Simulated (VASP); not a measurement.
# Os (P6_3/mmc) in VASP: further runs, part 2 of 2

VASP 6.6.1. The steps go on from the part before.

## Step 4: Relaxation of cell and atoms, PBE

INCAR reads:

```
SYSTEM = Os
PREC     = Accurate       ! precision mode
ENCUT    = 300            ! plane-wave cutoff, eV
EDIFF    = 1E-6           ! SCF threshold, eV
ISMEAR   = 1              ! smearing method
SIGMA    = 0.1            ! smearing width, eV
LREAL    = .FALSE.        ! projectors in reciprocal space
LASPH    = .TRUE.         ! aspherical terms in the spheres
NELM     = 80             ! most SCF steps
ALGO     = Normal         ! electronic algorithm
ISIF     = 3              ! what is computed and relaxed
LWAVE    = .FALSE.        ! write WAVECAR
LCHARG   = .FALSE.        ! write CHGCAR
GGA      = PE             ! functional
IBRION   = 2              ! ionic algorithm
NSW      = 90             ! ionic steps
EDIFFG   = -0.01          ! ionic threshold
```

KPOINTS reads:

```
Automatic mesh
0
G
  8 8 5
  0 0 0
```

POSCAR reads:

```
Os
1.0
    2.7341000000      0.0000000000      0.0000000000
   -1.3670500000      2.3678000565      0.0000000000
    0.0000000000      0.0000000000      4.3197000000
Os
2
Direct
    0.3333333333      0.6666666667      0.2500000000
    0.6666666667      0.3333333333      0.7500000000
```

Potentials or basis: VASP PAW PBE potentials, release 64 (Os).

On the command line:

```console
$ cat potpaw_PBE.64/Os/POTCAR > POTCAR
$ mpirun -np 1 vasp_std > vasp.out
```

OUTCAR:

```text
SYSTEM = Os
   PREC = Accurate
   ENCUT = 300
   EDIFF = 1E-6
   ISMEAR = 1
   LREAL = .FALSE.
   LASPH = .TRUE.
   NELM = 80
   ISIF = 3
   GGA = PE
   IBRION = 2
   NSW = 90
   EDIFFG = -0.01

 ion  position               nearest neighbor table
   1  0.333  0.667  0.250-   2 2.68   2 2.68   2 2.68   2 2.68   2 2.68   2 2.68
   2  0.667  0.333  0.750-   1 2.68   1 2.68   1 2.68   1 2.68   1 2.68   1 2.68

  LATTYP: Found a hexagonal cell.
 ALAT       =     2.7341000000
 C/A-ratio  =     1.5799348963

  Lattice vectors:

 A1 = (   2.7341000000,   0.0000000000,   0.0000000000)
 A2 = (  -1.3670500000,   2.3678000565,   0.0000000000)
 A3 = (   0.0000000000,   0.0000000000,   4.3197000000)

Analysis of symmetry for initial positions (statically):
=====================================================================
 Subroutine PRICEL returns:
 Original cell was already a primitive cell.

 Routine SETGRP: Setting up the symmetry group for a
 hexagonal supercell.

 Subroutine GETGRP returns: Found 24 space group operations
 (whereof 12 operations were pure point group operations)
 out of a pool of 24 trial point group operations.

The static configuration has the point symmetry D_3d.
 The point group associated with its full space group is D_6h.

Analysis of symmetry for dynamics (positions and initial velocities):
=====================================================================
 Subroutine PRICEL returns:
 Original cell was already a primitive cell.

 Routine SETGRP: Setting up the symmetry group for a
 hexagonal supercell.

 Subroutine GETGRP returns: Found 24 space group operations
 (whereof 12 operations were pure point group operations)
 out of a pool of 24 trial point group operations.

The dynamic configuration has the point symmetry D_3d.
 The point group associated with its full space group is D_6h.

 Subroutine INISYM returns: Found 24 space group operations
 (whereof 12 operations are pure point group operations),
 and found     1 'primitive' translations

[... 138 lines left out ...]
 Free energy of the ion-electron system (eV)
  ---------------------------------------------------
  ext. energy  EPLUGINS =         0.00000000
  ---------------------------------------------------
  free energy    TOTEN  =       -22.52698813 eV

  energy without entropy =      -22.52773860  energy(sigma->0) =      -22.52723829

------------------------ aborting loop because EDIFF is reached ----------------------------------------

  FORCE on cell =-STRESS in cart. coord.  units (eV):
  Direction    XX          YY          ZZ          XY          YZ          ZX
  --------------------------------------------------------------------------------------
  -------------------------------------------------------------------------------------
  Total        1.1185175      1.1185175      1.1163558     -0.0000000      0.0000000      0.0000000
  in kB       64.0826356     64.0826356     63.9587874     -0.0000000      0.0000000      0.0000000
  external PRESSURE =      64.0413529 kB  Pullay stress =       0.0000000 kB
[... 275 lines left out ...]
--------------------------------------- Ionic step        9  -------------------------------------------

 number of electron      16.0000005 magnetization

 Free energy of the ion-electron system (eV)
  ---------------------------------------------------
  ext. energy  EPLUGINS =         0.00000000
  ---------------------------------------------------
  free energy    TOTEN  =       -22.53520383 eV

  energy without entropy =      -22.53592626  energy(sigma->0) =      -22.53544464

 E-fermi :   8.9662     XC(G=0): -13.9764

 val. band max:        8.9609602512   @ k =   0.2500   0.0000   0.2000
 cond. band min:       9.2768850253   @ k =   0.0000   0.0000   0.0000
 fundamental gap:      0.3159247741
 Fermi energy:         8.9662199002

 k-point     1 :       0.0000    0.0000    0.0000
  band No.  band energies     occupation
      1      -1.5672      2.00000
      2       1.5983      2.00000
      3       6.2581      2.00000
      4       6.2581      2.00000
      5       6.5092      2.00000
      6       7.0801      2.00000
      7       7.0801      2.00000
      8       7.6972      2.00000
      9       7.6972      2.00000
     10       9.2769     -0.00010
     11      10.8866     -0.00000
     12      10.8866     -0.00000
[... 331 lines left out ...]
 k-point    24 :       0.3750    0.0000    0.4000
  band No.  band energies     occupation
      1       1.8249      2.00000
      2       2.4702      2.00000
      3       3.9115      2.00000
      4       4.5229      2.00000
      5       7.3012      2.00000
      6       7.3030      2.00000
      7       8.2149      2.00000
      8       8.7324      2.00462
      9      10.6728     -0.00000
     10      10.9782      0.00000
     11      11.1012      0.00000
     12      12.7557      0.00000

 [... further k-points ...]

------------------------ aborting loop because EDIFF is reached ----------------------------------------

  FORCE on cell =-STRESS in cart. coord.  units (eV):
  Direction    XX          YY          ZZ          XY          YZ          ZX
  --------------------------------------------------------------------------------------
  -------------------------------------------------------------------------------------
  Total        0.0020113      0.0020113      0.0037935     -0.0000000      0.0000000      0.0000000
  in kB        0.1135312      0.1135312      0.2141313     -0.0000000      0.0000000      0.0000000
  external PRESSURE =       0.1470646 kB  Pullay stress =       0.0000000 kB
[... 17 lines left out ...]
  FREE ENERGIE OF THE ION-ELECTRON SYSTEM (eV)
  ---------------------------------------------------
  free  energy   TOTEN  =       -22.5352038307 eV

  energy  without entropy=      -22.5359262587  energy(sigma->0) =      -22.53544464

 reached required accuracy - stopping structural energy minimisation
```

OSZICAR:

```text
N       E                     dE             d eps       ncg     rms          rms(c)
DAV:   1     0.498048378085E+02    0.49805E+02   -0.55573E+03   728   0.811E+02
DAV:   2    -0.212081617756E+02   -0.71013E+02   -0.64587E+02   844   0.297E+02
DAV:   3    -0.239038696376E+02   -0.26957E+01   -0.26451E+01   792   0.506E+01
DAV:   4    -0.239334232448E+02   -0.29554E-01   -0.29517E-01   836   0.504E+00
[... 58 lines left out ...]
       N       E                     dE             d eps       ncg     rms          rms(c)
DAV:   1    -0.225352475416E+02   -0.76844E-04   -0.13966E-03   720   0.311E-01    0.900E-02
DAV:   2    -0.225352118250E+02    0.35717E-04   -0.43638E-05   732   0.630E-02    0.371E-02
DAV:   3    -0.225352041545E+02    0.76705E-05   -0.27244E-05   828   0.479E-02    0.542E-03
DAV:   4    -0.225352038307E+02    0.32378E-06   -0.33125E-07   364   0.435E-03
   9 F= -.22535204E+02 E0= -.22535445E+02  d E =-.147980E-05
```

CONTCAR:

```text
Os
   1.00000000000000
     2.7485416256855495   -0.0000000000000000    0.0000000000000000
    -1.3742708128427747    2.3803068712158373   -0.0000000000000000
     0.0000000000000000   -0.0000000000000000    4.3384704839719408
  Os
     2
Direct
     0.3333333332999970    0.6666666667000030    0.2500000000000000
     0.6666666667000030    0.3333333332999970    0.7500000000000000

  0.00000000E+00  0.00000000E+00  0.00000000E+00
  0.00000000E+00  0.00000000E+00  0.00000000E+00
```

Wall time 19 s (1 thread of Intel Xeon Platinum 8488C (Sapphire Rapids), shared host); peak memory 0.12 GiB.

What came out:

```yaml
Free_energy: -22.5352 eV
Relaxed_volume: 14.19 Å³/atom
Relaxed_cell: a = 2.749 Å, b = 2.749 Å, c = 4.338 Å, α = 90.00°, β = 90.00°, γ = 120.00°
Space_group_after_relaxing_to_0.05_Å: P6_3/mmc (No. 194)
Energy_gained_by_relaxing: 4.1 meV/atom
Ionic_steps: 9
Pressure_after_relaxing: 0.0 GPa
Band_gap_on_the_k_mesh: none (metal or under the smearing width)
```

The path:
```csv
step,energy change (eV),largest force (eV/Å),pressure (GPa),volume (Å³)
1,0.0000,0.0000,6.40,27.96
2,0.1367,0.0000,-22.76,30.29
3,-0.0082,0.0000,-0.18,28.40
4,-0.0082,0.0000,0.00,28.38
5,-0.0082,0.0000,0.11,28.38
6,-0.0082,0.0000,0.11,28.38
7,-0.0082,0.0000,0.12,28.38
8,-0.0082,0.0000,-0.37,28.41
9,-0.0082,0.0000,0.01,28.38
```

Final structure:
```cif
data_structure
_symmetry_space_group_name_H-M 'P 1'
_symmetry_Int_Tables_number 1
_cell_length_a 2.7485
_cell_length_b 2.7485
_cell_length_c 4.3385
_cell_angle_alpha 90.000
_cell_angle_beta 90.000
_cell_angle_gamma 120.000
_cell_volume 28.38
loop_
_atom_site_label
_atom_site_type_symbol
_atom_site_fract_x
_atom_site_fract_y
_atom_site_fract_z
_atom_site_occupancy
Os1 Os 0.33333 0.66667 0.25000 1
Os2 Os 0.66667 0.33333 0.75000 1
```

The run has no spin-orbit coupling, so splittings on Os are missing. Zero-point motion and thermal expansion aren't in these numbers.

## Step 5: Relaxation of cell and atoms, PBE

This run uses another cell than the first one, of 14.19 Å³/atom, 1.015 times its volume.

INCAR: that of step 4 with these lines changed.

```diff
@@ -3,3 +3,3 @@
 ENCUT    = 300            ! plane-wave cutoff, eV
-EDIFF    = 1E-6           ! SCF threshold, eV
+EDIFF    = 1E-7           ! SCF threshold, eV
 ISMEAR   = 1              ! smearing method
@@ -16,2 +16,2 @@
 NSW      = 90             ! ionic steps
-EDIFFG   = -0.01          ! ionic threshold
+EDIFFG   = -0.005         ! ionic threshold
```

KPOINTS is that of step 4.

POSCAR reads:

```
Os                                      
1.0
    2.7485416257     -0.0000000000      0.0000000000
   -1.3742708128      2.3803068712     -0.0000000000
    0.0000000000     -0.0000000000      4.3384704840
  Os            
     2
Direct
     0.3333333332999970    0.6666666667000030    0.2500000000000000
     0.6666666667000030    0.3333333332999970    0.7500000000000000
```

Potentials or basis: VASP PAW PBE potentials, release 64 (Os).

On the command line:

```console
$ cat potpaw_PBE.64/Os/POTCAR > POTCAR
$ mpirun -np 1 vasp_std > vasp.out
```

OUTCAR:

```text
SYSTEM = Os
   PREC = Accurate
   ENCUT = 300
   EDIFF = 1E-7
   ISMEAR = 1
   LREAL = .FALSE.
   LASPH = .TRUE.
   NELM = 80
   ISIF = 3
   GGA = PE
   IBRION = 2
   NSW = 90
   EDIFFG = -0.005

 ion  position               nearest neighbor table
   1  0.333  0.667  0.250-   2 2.69   2 2.69   2 2.69   2 2.69   2 2.69   2 2.69
   2  0.667  0.333  0.750-   1 2.69   1 2.69   1 2.69   1 2.69   1 2.69   1 2.69

  LATTYP: Found a hexagonal cell.
 ALAT       =     2.7485416257
 C/A-ratio  =     1.5784627176

  Lattice vectors:

 A1 = (   2.7485416257,   0.0000000000,   0.0000000000)
 A2 = (  -1.3742708128,   2.3803068712,   0.0000000000)
 A3 = (   0.0000000000,   0.0000000000,   4.3384704840)

Analysis of symmetry for initial positions (statically):
=====================================================================
 Subroutine PRICEL returns:
 Original cell was already a primitive cell.

 Routine SETGRP: Setting up the symmetry group for a
 hexagonal supercell.

 Subroutine GETGRP returns: Found 24 space group operations
 (whereof 12 operations were pure point group operations)
 out of a pool of 24 trial point group operations.

The static configuration has the point symmetry D_3d.
 The point group associated with its full space group is D_6h.

Analysis of symmetry for dynamics (positions and initial velocities):
=====================================================================
 Subroutine PRICEL returns:
 Original cell was already a primitive cell.

 Routine SETGRP: Setting up the symmetry group for a
 hexagonal supercell.

 Subroutine GETGRP returns: Found 24 space group operations
 (whereof 12 operations were pure point group operations)
 out of a pool of 24 trial point group operations.

The dynamic configuration has the point symmetry D_3d.
 The point group associated with its full space group is D_6h.

 Subroutine INISYM returns: Found 24 space group operations
[... 127 lines left out ...]
   LRPA    =     F    only Hartree local field effects (RPA)
 conjugate gradient relaxation of ions
 non-spin polarized calculation
 Methfessel and Paxton  Order N= 1 SIGMA  =   0.10
  energy-cutoff  :      300.00
  volume of cell :       28.38
 maximum number of plane-waves:       342
 NGX is ok and might be reduce to    16
   NGX =  7   NGY =  7   NGZ = 13

 number of electron      15.9999997 magnetization

 Free energy of the ion-electron system (eV)
  ---------------------------------------------------
  ext. energy  EPLUGINS =         0.00000000
  ---------------------------------------------------
  free energy    TOTEN  =       -22.53801826 eV

  energy without entropy =      -22.53874067  energy(sigma->0) =      -22.53825906

 E-fermi :   8.9666     XC(G=0): -13.9763

 val. band max:        8.9615545808   @ k =   0.2500  -0.0000   0.2000
 cond. band min:       9.2773929025   @ k =   0.0000   0.0000   0.0000
 fundamental gap:      0.3158383216
 Fermi energy:         8.9666434604

 k-point     1 :       0.0000    0.0000    0.0000
  band No.  band energies     occupation
      1      -1.5668      2.00000
      2       1.5986      2.00000
      3       6.2585      2.00000
      4       6.2585      2.00000
      5       6.5097      2.00000
      6       7.0806      2.00000
      7       7.0806      2.00000
      8       7.6978      2.00000
      9       7.6978      2.00000
     10       9.2774     -0.00010
     11      10.8873     -0.00000
     12      10.8873     -0.00000
[... 331 lines left out ...]
 k-point    24 :       0.3750    0.0000    0.4000
  band No.  band energies     occupation
      1       1.8250      2.00000
      2       2.4703      2.00000
      3       3.9118      2.00000
      4       4.5232      2.00000
      5       7.3015      2.00000
      6       7.3033      2.00000
      7       8.2153      2.00000
      8       8.7330      2.00466
      9      10.6732     -0.00000
     10      10.9788      0.00000
     11      11.1018      0.00000
     12      12.7563      0.00000

 [... further k-points ...]

------------------------ aborting loop because EDIFF is reached ----------------------------------------

  FORCE on cell =-STRESS in cart. coord.  units (eV):
  Direction    XX          YY          ZZ          XY          YZ          ZX
  --------------------------------------------------------------------------------------
  -------------------------------------------------------------------------------------
  Total        0.0029403      0.0029403      0.0036204      0.0000000     -0.0000000      0.0000000
  in kB        0.1659687      0.1659687      0.2043623      0.0000000     -0.0000000      0.0000000
  external PRESSURE =       0.1787666 kB  Pullay stress =       0.0000000 kB

 VOLUME and BASIS-vectors are now :
 -----------------------------------------------------------------------------
  energy-cutoff  :      300.00
  volume of cell :       28.38
      direct lattice vectors                 reciprocal lattice vectors
     2.748541626  0.000000000  0.000000000     0.363829309  0.210056949  0.000000000
    -1.374270813  2.380306871  0.000000000     0.000000000  0.420113899  0.000000000
     0.000000000  0.000000000  4.338470484     0.000000000  0.000000000  0.230495979

 POSITION                                       TOTAL-FORCE (eV/Angst)
 -----------------------------------------------------------------------------------
     -0.00000      1.58687      1.08462         0.000000     -0.000000      0.000000
      1.37427      0.79344      3.25385        -0.000000      0.000000      0.000000
 -----------------------------------------------------------------------------------
    total drift:                                0.000000     -0.000000     -0.000000

  FREE ENERGIE OF THE ION-ELECTRON SYSTEM (eV)
  ---------------------------------------------------
  free  energy   TOTEN  =       -22.5380182574 eV

  energy  without entropy=      -22.5387406701  energy(sigma->0) =      -22.53825906

 reached required accuracy - stopping structural energy minimisation
```

CONTCAR:

```text
Os
   1.00000000000000
     2.7485416257000002    0.0000000000000000    0.0000000000000000
    -1.3742708128000001    2.3803068712000002    0.0000000000000000
     0.0000000000000000    0.0000000000000000    4.3384704840000001
  Os
     2
Direct
     0.3333333332999970    0.6666666667000030    0.2500000000000000
     0.6666666667000030    0.3333333332999970    0.7500000000000000

  0.00000000E+00  0.00000000E+00  0.00000000E+00
  0.00000000E+00  0.00000000E+00  0.00000000E+00
```

Run time: 6.9 s. Hardware: 1 thread of Intel Xeon Platinum 8488C (Sapphire Rapids), shared host; peak memory 0.11 GiB.

Results:

- Free energy: -22.5380 eV
- Pressure after relaxing: 0.0 GPa
- Band gap on the k mesh: none (metal or under the smearing width)

Final structure:
```
Os
1.0
     2.74854    0.00000    0.00000
    -1.37427    2.38031    0.00000
     0.00000    0.00000    4.33847
Os
2
Direct
  0.33333 0.66667 0.25000
  0.66667 0.33333 0.75000
```

Levels at points of the mesh, in eV from the Fermi level:
| k point | band 5 | band 6 | band 7 | band 8 | band 9 | band 10 | band 11 | band 12 |
| --- | --- | --- | --- | --- | --- | --- | --- | --- |
| (0.00, 0.00, 0.00) | -2.46 | -1.89 | -1.89 | -1.27 | -1.27 | 0.31 | 1.92 | 1.92 |
| (0.50, 0.00, 0.00) | -2.60 | -2.25 | -1.57 | 2.25 | 2.80 | 2.92 | 4.59 | 5.88 |

Caveat: the relaxation stopped at its first step, so nothing moved. Spin-orbit coupling is left out, which matters for the levels of Os.

## Step 6: Summary

```tsv
task	cell	k mesh	cutoff (eV)	gap on the mesh (eV)	pressure (GPa)
relaxation of shape and atoms at fixed volume	atoms relaxed at fixed volume from: a relaxed cell with its volume scaled by 1.04	15 × 15 × 9	600	none	-14.4
relaxation of shape and atoms at fixed volume	atoms relaxed at fixed volume from: a relaxed cell with its volume scaled by 1.06	15 × 15 × 9	600	none	-20.4
relaxation of cell and atoms	relaxed	8 × 8 × 5	300	none	0.0
```

Alike in all rows: level PBE; potentials or basis VASP PAW PBE potentials, release 64 (Os); no spin polarisation; smearing methfessel-paxton 0.1 eV.

Caveats: the relaxation stopped at its first step, so nothing moved (some runs).

Total energies depend on the potentials used, so only differences within one code and one set of settings carry meaning.
